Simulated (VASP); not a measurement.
TiB2:

```xyz
3
Lattice="3.0292 0.0000 0.0000 -1.5146 2.6234 0.0000 0.0000 0.0000 3.2284" Properties=species:S:1:pos:R:3 pbc="T T T"
Ti    0.0000    0.0000    0.0000
B     1.5146    0.8745    1.6142
B     0.0000    1.7489    1.6142
```

* Program: VASP 6.6.1
* Task: single point
* Functional: PBE
* Potentials or basis: VASP PAW PBE potentials, release 64 (Ti_sv, B)
* Cutoff: 520 eV
* k mesh: 10 × 10 × 8
* Occupations: fermi-dirac, width 0.05 eV
* Spin: no spin polarisation

On this cell: pressure 0.5 GPa; largest force under 0.003 eV/Å; band gap on the k mesh none (metal or under the smearing width).

The same run follows on a disturbed copy (atoms moved at random, drawn with an rms of 0.05 Å):

```
Ti B
1.0
     3.02920    0.00000    0.00000
    -1.51460    2.62336    0.00000
     0.00000    0.00000    3.22840
Ti B
1 2
Direct
  0.99663 0.98608 0.98473
  0.65640 0.31348 0.50274
  0.33149 0.66649 0.49409
```

Q: What changes?

A: The energy (extrapolated to zero smearing) moves by +13.2 meV/atom; pressure 1.1 GPa; largest force 0.948 eV/Å; band gap on the k mesh none (metal or under the smearing width).

Forces in eV/Å, atoms in the order of the input:
```
Ti  -0.205  0.139  0.637
B    0.046  0.781 -0.474
B    0.160 -0.920 -0.163
```

Stress tensor (GPa, compression positive):
```
 0.12  0.05 -0.16
 0.05  2.74  0.09
-0.16  0.09  0.40
```
